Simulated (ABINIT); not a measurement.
# Co: single point with PBE

Crystal: Co.

```
Co
1.0
     2.48736    0.00000    0.00000
    -1.24368    2.15412    0.00000
     0.00000    0.00000    4.06329
Co
2
Direct
  0.33333 0.66667 0.74014
  0.66667 0.33333 0.25986
```

```
Program             : ABINIT 10.8.3 (patched build)
Task                : single point
Functional          : PBE
Potentials or basis : JTH PAW PBE v2.0
Cutoff              : 707 eV
k mesh              : 12 × 12 × 7
Occupations         : fermi-dirac, width 0.05 eV
Spin                : collinear spin, ferromagnetic start
Starting moments    : [2.0, 2.0] μB
Fine-grid cutoff    : 1306.15 eV
```

* Pressure: 1.0 GPa
* Largest force: 0.502 eV/Å
* Band gap on the k mesh: none (metal or under the smearing width)
* Net moment: 3.27 μB per cell
* Site moments: Co +1.72 μB
* Valence electrons inside the program's atomic spheres: Co 15.54 (radii [1.1161] Å)

Forces in eV/Å, atoms in the order of the input:
```
Co   0.000  0.000  0.502
Co   0.000  0.000 -0.502
```

Stress tensor (GPa, compression positive):
```
 1.97  0.00  0.00
 0.00  1.97  0.00
 0.00  0.00 -0.82
```

Levels at points of the mesh, in eV from the Fermi level:
Spin up:
```csv
k point,band 17,band 18,band 19,band 20,band 21,band 22
"(0.00, 0.00, 0.00)",-1.94,-0.86,-0.86,-0.27,6.06,21.86
"(0.50, 0.00, 0.00)",-0.70,-0.53,1.25,3.26,9.34,10.30
```
Spin down:
| k point | band 13 | band 14 | band 15 | band 16 | band 17 | band 18 |
| --- | --- | --- | --- | --- | --- | --- |
| (0.00, 0.00, 0.00) | -0.97 | -0.66 | -0.66 | -0.30 | -0.09 | -0.09 |
| (0.50, 0.00, 0.00) | -1.10 | -1.07 | -0.65 | 1.22 | 1.31 | 1.38 |

Wall time 3.5 min on 1 thread of Arm Neoverse V1 (shared host), peak memory 0.21 GiB.
